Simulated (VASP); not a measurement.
TaN:

```
Ta N
1.0
     2.92177    0.00000    0.00000
    -1.46088    2.53033    0.00000
     0.00000    0.00000    5.91652
Ta N
2 2
Direct
  0.00000 0.00000 0.50000
  0.00000 0.00000 0.00000
  0.33333 0.66667 0.25000
  0.66667 0.33333 0.75000
```

The cell comes from a database or a generator and needn't be the stable form of this composition.

```yaml
Program: VASP 6.6.1
Task: relaxation of cell and atoms
Functional: RPBE
Potentials_or_basis: VASP PAW PBE potentials, release 64 (Ta_pv, N)
Cutoff: 600 eV
k_mesh: 7 × 7 × 4
Occupations: fermi-dirac, width 0.05 eV
Spin: no spin polarisation
```

At the start: pressure 4.1 GPa; volume 10.94 Å³/atom.

Question: Where does the relaxation end?

Answer: Over 6 steps the energy falls by 2.0 meV/atom and the volume is 11.07 Å³/atom (+1.2 %); space group P6_3/mmc (No. 194, to 0.05 Å).

The path:
```csv
step,energy change (eV),largest force (eV/Å),pressure (GPa),volume (Å³)
1,0.0000,0.0000,4.14,43.74
2,0.0287,0.0000,-8.44,45.55
3,-0.0081,0.0000,-0.12,44.31
4,-0.0081,0.0000,-0.06,44.30
5,-0.0081,0.0000,0.10,44.27
6,-0.0081,0.0000,0.05,44.28
```

Final structure:
```yaml
crystal:
  lattice:
    - [2.92968, 0.00000, 0.00000]
    - [-1.46484, 2.53718, 0.00000]
    - [0.00000, 0.00000, 5.95726]
  atoms:
    - { symbol: Ta, position: [0.00000, 0.00000, 0.50000] }
    - { symbol: Ta, position: [0.00000, 0.00000, 0.00000] }
    - { symbol: N, position: [0.33333, 0.66667, 0.25000] }
    - { symbol: N, position: [0.66667, 0.33333, 0.75000] }
```

Caveat: the PAW data sets were made with another functional, which shifts forces and pressure a little.
